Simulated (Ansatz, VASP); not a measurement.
This is a calculation of HfC for VASP 6.6.1. 

Contents of INCAR:

```
SYSTEM = HfC
AGGAC = 1.0
AGGAX = 1.0
ALDAC = 0.0
ALDAX = 1.0
ALGO = Normal
EDIFF = 1E-7
EDIFFG = -0.01
ENCUT = 600
GGA = B5
IBRION = 2
ISIF = 3
ISMEAR = -1
LASPH = .TRUE.
LCHARG = .FALSE.
LREAL = .FALSE.
LWAVE = .FALSE.
NELM = 100
NSW = 60
PREC = Accurate
SIGMA = 0.05
```

The input KPOINTS:

```
k-points
0
G
  10 10 10
  0 0 0
```

File POSCAR:

```
HfC
1.0
    0.0000000000      2.3250000000      2.3250000000
    2.3250000000      0.0000000000      2.3250000000
    2.3250000000      2.3250000000      0.0000000000
Hf C
1 1
Direct
    0.5000000000      0.5000000000      0.5000000000
    0.0000000000      0.0000000000      0.0000000000
```

Potentials or basis: VASP PAW PBE potentials, release 64 (Hf_pv, C).

The run is started by

```bash
$ cat potpaw_PBE.64/Hf_pv/POTCAR potpaw_PBE.64/C/POTCAR > POTCAR
$ mpirun -np 1 vasp_std > vasp.out
```

Q: Translate it to Ansatz 0.2.0. Potentials or basis there: all-electron LAPW, scalar-relativistic.

A: As run (cutoffs and basis follow the program's own potentials, and thresholds, step limits or extra output files can differ):

File input.yaml:

```yaml
crystal:
  lattice:
    - [0.0, 2.325, 2.325]
    - [2.325, 0.0, 2.325]
    - [2.325, 2.325, 0.0]
  atoms:
    - { symbol: Hf, position: [0.5, 0.5, 0.5] }
    - { symbol: C, position: [0.0, 0.0, 0.0] }
kpoints:
  mp_grid: { grid: [10, 10, 10] }
scf:
  occupations: { method: fermi_dirac, width: 0.05 }
hamiltonian:
  xc: blyp
  pseudopotentials: { kind: all_electron, lapw: { basis_error: 0.001 } }
output:
  forces: true
  stress: true
relax:
  f_tol: 0.02
  max_steps: 60
  cell: {}
```

Potentials or basis: all-electron LAPW, scalar-relativistic.

Launch:

```sh
$ ansatz run input.yaml --threads 1 --pin off --max-ram 3072MiB --backend cpu --events-out ev --progress --plain --runs-dir out
```

Both were run:

|  | VASP | Ansatz |
| --- | --- | --- |
| Relaxed volume | 12.98 Å³/atom | 12.99 Å³/atom |
| Relaxed cell | a = 3.323 Å, b = 3.323 Å, c = 3.323 Å, α = 60.00°, β = 60.00°, γ = 60.00° | a = 3.324 Å, b = 3.324 Å, c = 3.324 Å, α = 60.00°, β = 60.00°, γ = 60.00° |
| Space group after relaxing | Fm-3m (No. 225) | Fm-3m (No. 225) |
| Pressure after relaxing | -0.1 GPa | 0.0 GPa |

VASP's potentials were made for PBE.

Where Ansatz's input types no cutoff or centring, it takes its own default and a Γ-centred mesh.

Pressure is positive in compression.
